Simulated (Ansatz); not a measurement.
**What a trial cell of Zr relaxes into**

Method: Ansatz, DFT PBEsol, scalar-relativistic, plane waves, PAW. Cutoff 420 eV, Γ-centred k mesh, Gaussian smearing, no spin polarisation in the final step.

The start puts Zr on the lonsdaleite structure type (P6_3/mmc, No. 194), at a guessed volume.

```yaml
crystal:
  lattice:
    - [4.05998, 0.00000, 0.00000]
    - [-2.02999, 3.51604, 0.00000]
    - [0.00000, 0.00000, 6.69896]
  atoms:
    - { symbol: Zr, position: [0.33333, 0.66667, 0.43750] }
    - { symbol: Zr, position: [0.66667, 0.33333, 0.93750] }
    - { symbol: Zr, position: [0.66667, 0.33333, 0.56250] }
    - { symbol: Zr, position: [0.33333, 0.66667, 0.06250] }
```

Cell and atoms relax at zero pressure; the relaxation can't lower the symmetry of the start. After a coarse first stage the cell is made exact in the group found at 0.06 Å.

Energies count from the standard state of Zr at the same level.

(1) Which crystal results?

(2) What are its volume, energy, density and gap?

Answers

(1) It ends in P6/mmm (No. 191). Conventional cell: a = 5.066 Å, c = 2.707 Å. Zr is coordinated by 2 Zr at 2.71 Å and 3 Zr at 2.92 Å.

```xyz
2
Lattice="5.0657 0.0000 0.0000 -2.5328 4.3870 0.0000 0.0000 0.0000 2.7073" Properties=species:S:1:pos:R:3 pbc="T T T"
Zr    0.0000    2.9247    0.0000
Zr    2.5328    1.4623    0.0000
```

(2) The volume per atom is 30.08 Å³. The density is 5.04 g/cm³. The energy over the standard structure is 1.60 eV/atom. The gap on the 12×12×20 mesh is 0 eV (a metal).

The final run used a 12×12×20 mesh on its 2-atom cell and 0.10 eV smearing. For metals, differences of a few meV/atom aren't resolved. Symmetry constrained the relaxation, so the result can be a saddle point. The steps took of the order of 60 core-seconds in all.